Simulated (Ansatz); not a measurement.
# CuI, space group P-3m1: a projected density of states

Computed with the Python package of Ansatz (0.2.0).

Notebook, run cell by cell (the value of a cell's last expression is shown):

**Cell 1**
```python
import warnings

import ansatz as az
import matplotlib.pyplot as plt
import numpy as np

FUNCTIONAL = "lda"
MESH = (6, 6, 4)
FILLING = "Fixed"
N_EMPTY = 14
```

**Cell 2**
```python
warnings.simplefilter("ignore", az.DeckWarning)
```

**Cell 3**
```python
structure = (
    az.Lattice.from_parameters(4.128618, 4.128618, 7.478106, alpha=90.0, beta=90.0, gamma=120.0)
    .atom("Cu", [2 / 3, 1 / 3, 0.589952])
    .atom("Cu", [1 / 3, 2 / 3, 0.410048])
    .atom("I", [1 / 3, 2 / 3, 0.754748])
    .atom("I", [2 / 3, 1 / 3, 0.245252])
)

[site.symbol for site in structure.resolved().sites]
```
Output:
```text
['Cu', 'Cu', 'I', 'I']
```

**Cell 4**
```python
setup = (
    structure.calculation()
    .functional(FUNCTIONAL)
    .kpoints(*MESH)
    .occupations(FILLING)
    .scf(extra_bands=N_EMPTY)
    .density_of_states(projected=True, energy_step=0.05)
)
out = setup.run(threads=1)
r = out.report

r["n_iterations"], r["closed_by"]
```
Output:
```text
(8, 'deck_thresholds')
```

**Cell 5**
```python
r["converged"], r["free_energy_ev"]
```
Output:
```text
(True, -27823.4983051543)
```

**Cell 6**
```python
r["n_kpoints"], r["n_symmetry_ops"], r["n_pw"]
```
Output:
```text
(24, 12, 2125)
```

**Cell 7**
```python
dos = out.density_of_states()
energy = np.asarray(dos.energies_ev) - dos.fermi_ev
curves = {}
for site in out.projected_density_of_states().sites:
    for shell in site.shells:
        weight = sum(np.sum(curve.g_bin_mean_per_ev, axis=0) for curve in shell.curves)
        name = f"{site.species} {shell.label}"
        curves[name] = curves.get(name, 0) + weight
```

**Cell 8**
```python
window = (energy > -6) & (energy < 6)
fig, ax = plt.subplots(figsize=(5.5, 3.5))
for name, g in curves.items():
    if g[window].max() > 0.05:
        ax.plot(energy[window], g[window], label=name, lw=1)
        print(f"{name:8s} peak {g[window].max():7.3f} states/eV at {energy[window][g[window].argmax()]:6.2f} eV")
ax.set(xlabel="E - E_F (eV)", ylabel="states/eV")
ax.legend(fontsize=7)
fig.tight_layout()
fig.savefig("pdos.png", dpi=100)
```
Output:
```text
Cu 4S    peak   3.375 states/eV at  -5.17 eV
Cu 3D    peak  30.437 states/eV at  -2.27 eV
I 5S     peak   0.660 states/eV at  -5.17 eV
I 5P     peak  10.666 states/eV at  -3.42 eV
```

Absolute energies stand on the zero of these potentials, so only differences at equal settings mean something. A total without «per atom» is that of the cell as typed. The run is spin-unpolarised. Semilocal gaps usually lie well under measured ones. Peaks are the largest values inside the energy window taken; deeper bands lie outside it. The crystal has a gap of about 1.47 eV on the mesh; bins of finite width blur the band edges. Without a Hubbard U or exact exchange, semilocal functionals often make such 3d compounds metallic or too weakly gapped. The structure comes from a database of computed cells and needn't be a stable or known phase. Curves are summed over the cell's atoms. Only shells that the potentials hold have channels, so projections don't add up to the total, least of all where a shell is missing (p of most metals); heights and places of peaks move with the mesh. The density of states is complete only as far up as bands were computed. The whole script took 8.5 s on 1 thread of Arm Neoverse V2 (shared host), peak memory 0.49 GiB.
